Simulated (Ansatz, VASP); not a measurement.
**Two plane-wave programs on SrO**

The input POSCAR:

```
SrO
1.0
    0.0000000000      2.7163304809      2.9099060445
    2.7163304809      0.0000000000      2.9099060445
    2.7163304809      2.7163304809      0.0000000000
Sr O
1 1
Direct
    0.0000000000      0.0000000000      0.0000000000
    0.2500000000      0.2500000000      0.2500000000
```

INCAR.step1

```
SYSTEM = SrO
PREC = Accurate
ENCUT = 520
EDIFF = 1E-5
ISMEAR = 0
SIGMA = 0.01
LREAL = .FALSE.
LASPH = .TRUE.
NELM = 100
ALGO = Normal
ISIF = 2
LWAVE = .TRUE.
LCHARG = .FALSE.
NBANDS = 15
GGA = PE
```

File INCAR.step2:

```
SYSTEM = SrO
PREC = Accurate
ENCUT = 520
EDIFF = 1E-7
ISMEAR = 0
SIGMA = 0.01
LREAL = .FALSE.
LASPH = .TRUE.
NELM = 100
ALGO = Normal
ISIF = 2
LWAVE = .FALSE.
LCHARG = .FALSE.
GGA = PE
LHFCALC = .TRUE.
HFSCREEN = 0.2079
PRECFOCK = Normal
NBANDS = 15
ISTART = 1
```

The input KPOINTS:

```
regular mesh
0
G
  6 6 6
  0 0 0
```

Input for Ansatz:

```yaml
crystal:
  lattice:
    - [0.0, 2.7163304809, 2.9099060445]
    - [2.7163304809, 0.0, 2.9099060445]
    - [2.7163304809, 2.7163304809, 0.0]
  atoms:
    - { symbol: Sr, position: [0.0, 0.0, 0.0] }
    - { symbol: O, position: [0.25, 0.25, 0.25] }
kpoints:
  mp_grid: { grid: [6, 6, 6] }
  band_path:
    path:
      - [0.0, 0.0, 0.0]
      - [-0.5, -0.5, 0.0]
      - [-0.375, -0.375, 0.25]
      - [-0.375, 0.0, 0.375]
      - [0.0, 0.0, 0.5]
      - [-0.5, -0.25, 0.25]
      - [0.296875, -0.5, -0.203125]
    npoints: 1
hamiltonian:
  xc: hse06
scf:
  occupations: { method: fixed }
  n_extra_bands: 4
output:
  forces: true
  stress: true
  eigenvalues: true
```

Change from the starting cell: epitaxial_xy strain -2.7%.

Alike in both runs: task single point; functional HSE06; k mesh 6 × 6 × 6; no spin polarisation.

|  | VASP | Ansatz |
| --- | --- | --- |
| version | VASP 6.6.1 | Ansatz 0.2.0 |
| potentials or method | VASP PAW PBE potentials, release 64 (Sr_sv, O) | plane waves, PAW |
| plane-wave cutoff (eV) | 520 | 420 |
| occupations | gaussian, width 0.01 eV | fixed |
| valence electrons in the cell | 16 | 16 |

VASP gave:

```
gap on the k mesh at the Fermi level (eV)       : 3.86
pressure (GPa)                                  : 0.9
largest component of the traceless stress (GPa) : 0.85
```

Question: Which values does Ansatz return?

Answer: gap on the k mesh at the Fermi level (eV): 3.86; pressure (GPa): 0.4; largest component of the traceless stress (GPa): 0.89.

Ansatz warned: «stress_exchange_threshold_loose».

Caveats: the PAW data sets were made with another functional, which shifts forces and pressure a little (VASP). A k mesh can miss the band edges.
